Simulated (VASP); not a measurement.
Write the native input for VASP 6.6.1 that does the following.

| Property | Result |
| --- | --- |
| Task | single point |
| Functional | PBE |
| Potentials or basis | VASP PAW PBE potentials, release 64 (Mg, Ge_d) |
| Cutoff | 520 eV |
| k mesh | 10 × 10 × 10 |
| Occupations | gaussian, width 0.03 eV |
| Spin | no spin polarisation |
| Dipole correction | no |
| Further INCAR settings | ALGO = Normal; EDIFF = 1e-06; NBANDS = 16 |

The structure of Mg2Ge lies in POSCAR:

```
Mg2Ge
1.0
    0.0000000000      3.2109593004      3.2109593004
    3.2109593004      0.0000000000      3.2109593004
    3.2109593004      3.2109593004      0.0000000000
Mg Ge
2 1
Direct
    0.2500000000      0.2500000000      0.2500000000
    0.7500000000      0.7500000000      0.7500000000
    0.0000000000      0.0000000000      0.0000000000
```

One way to write it, as run:

INCAR

```
SYSTEM = Mg2Ge
PREC = Accurate
ENCUT = 520
EDIFF = 1E-6
ISMEAR = 0
SIGMA = 0.03
LREAL = .False.
LASPH = .True.
NELM = 100
ALGO = Normal
ISIF = 2
LWAVE = .False.
LCHARG = .False.
GGA = PE
NBANDS = 16
```

KPOINTS

```
regular mesh
0
Gamma
  10 10 10
  0 0 0
```

Potentials or basis: VASP PAW PBE potentials, release 64 (Mg, Ge_d).

The run is started by

```console
$ cat potpaw_PBE.64/Mg/POTCAR potpaw_PBE.64/Ge_d/POTCAR > POTCAR
$ mpirun -np 1 vasp_std > vasp.out
```

It gave:

```yaml
Pressure: -0.2 GPa
Band_gap_on_the_k_mesh: 0.16 eV, indirect (least direct gap 0.94 eV)
```

Wall time 46 s on 1 thread of Intel(R) Xeon(R) Platinum 8488C (Sapphire Rapids), with other jobs on the host, peak memory 0.23 GiB.
